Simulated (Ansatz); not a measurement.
# HfC and the effect of the functional

```cif
data_structure
_symmetry_space_group_name_H-M 'Fm-3m'
_symmetry_Int_Tables_number 225
_cell_length_a 4.6500
_cell_length_b 4.6500
_cell_length_c 4.6500
_cell_angle_alpha 90.000
_cell_angle_beta 90.000
_cell_angle_gamma 90.000
_cell_volume 100.54
loop_
_atom_site_label
_atom_site_type_symbol
_atom_site_symmetry_multiplicity
_atom_site_Wyckoff_symbol
_atom_site_fract_x
_atom_site_fract_y
_atom_site_fract_z
_atom_site_occupancy
Hf1 Hf 4 b 0.50000 0.00000 0.00000 1
C1 C 4 a 0.00000 0.00000 0.00000 1
```

Kept alike: task band structure; k mesh 10 × 10 × 10; occupations fermi-dirac, width 0.05 eV; no spin polarisation. Program: Ansatz, all-electron LAPW, scalar-relativistic. The mesh is that of the run's cell of 2 atoms. No spin-orbit coupling.

| run | pressure (GPa) |
| --- | --- |
| A | 0.28 |
| B | -6.48 |
| C | -11.79 |

Pressure is positive in compression. For a metal such a mesh leaves the last digits unconverged.

**Question.** The runs differ in the functional alone: LDA; PBE; PBEsol. Which run is which?

**Answer.** Run A is PBE; run B is PBEsol; run C is LDA. The pressure runs from -11.79 (LDA) to 0.28 GPa (PBE). From PBE: LDA -12.07; PBEsol -6.76.
